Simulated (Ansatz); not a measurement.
**Ge: single point with PBE**

The system is Ge.

```
Ge
1.0
    -2.57449    2.57449    1.39741
     2.57449   -2.57449    1.39741
     2.57449    2.57449   -1.39741
Ge
2
Direct
  0.50000 0.50000 0.00000
  0.25000 0.75000 0.50000
```

This isn't the form of Ge at room conditions, which is diamond.

```json
{
  "Program": "Ansatz 0.2.0",
  "Task": "single point",
  "Functional": "PBE",
  "Potentials or basis": "all-electron LAPW, scalar-relativistic",
  "Cutoff": "254 eV (chosen from the basis error)",
  "Basis error allowed": "0.001 eV/atom",
  "k mesh": "11 × 11 × 11",
  "Occupations": "gaussian, width 0.019 eV",
  "Spin": "no spin polarisation"
}
```

```json
{
 "Pressure": "3.3 GPa",
 "Band gap on the k mesh": "none (metal or under the smearing width)"
}
```

Stress tensor (GPa, compression positive):
```
3.10 0.00 0.00
0.00 3.10 0.00
0.00 0.00 3.58
```

Levels at points of the mesh, in eV from the Fermi level:
```csv
k point,band 18,band 19,band 20,band 21,band 22,band 23,band 24,band 25,band 26,band 27
"(0.00, 0.00, 0.00)",-24.49,-13.35,-4.11,-2.39,-2.39,3.23,7.56,7.56,8.10,8.32
```

Wall time 23 s on 1 thread of Arm Neoverse V1, with other jobs on the host, peak memory 0.43 GiB.
